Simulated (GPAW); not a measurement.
A run of GPAW 26.7.0:

File run.py:

```python
from ase import Atoms
from ase.dft.bandgap import bandgap
from ase.io import write
from ase.units import GPa
from gpaw import GPAW, PW

atoms = Atoms(['In', 'P'],
              cell=[[0.0, 2.9305, 2.9305],
                    [2.9305, 0.0, 2.9305],
                    [2.9305, 2.9305, 0.0]],
              scaled_positions=[[0.0, 0.0, 0.0],
                                [0.75, 0.75, 0.75]],
              pbc=True)

calc = GPAW(mode=PW(450),
            xc='PBE',
            kpts={'size': (6, 6, 6), 'gamma': True},
            occupations={'name': 'fermi-dirac', 'width': 0.05},
            nbands=18,
            convergence={'density': 1e-05, 'energy': 1e-05},
            maxiter=80,
            txt='gpaw.txt')
atoms.calc = calc
energy = atoms.get_potential_energy()
forces = atoms.get_forces()
stress = atoms.get_stress()
calc.write('gs.gpw')
write('result.traj', atoms)
print(f'Energy: {energy:.6f} eV')
print('Forces (eV/A):')
print(forces.round(4))
print('Stress (GPa):', (stress / GPa).round(3))
print('Fermi level:', round(calc.get_fermi_level(), 4), 'eV')
print(f'Gap: {bandgap(calc)[0]:.4f} eV, direct: {bandgap(calc, direct=True)[0]:.4f} eV')
```

Potentials or basis: GPAW PAW data sets (gpaw-data 1.2.1), pw.

The run is started by

```bash
$ OMP_NUM_THREADS=1 python run.py
```

Hardware: 1 thread of Arm Neoverse V1, with other jobs on the host.

**Question.** How long does it take, and how much memory?

**Answer.** Run time: 8.3 s on 1 thread of Arm Neoverse V1, on a shared host, peak memory 0.13 GiB. Counts: scf iterations 9, plane waves 1113, bands 18, k points 16.
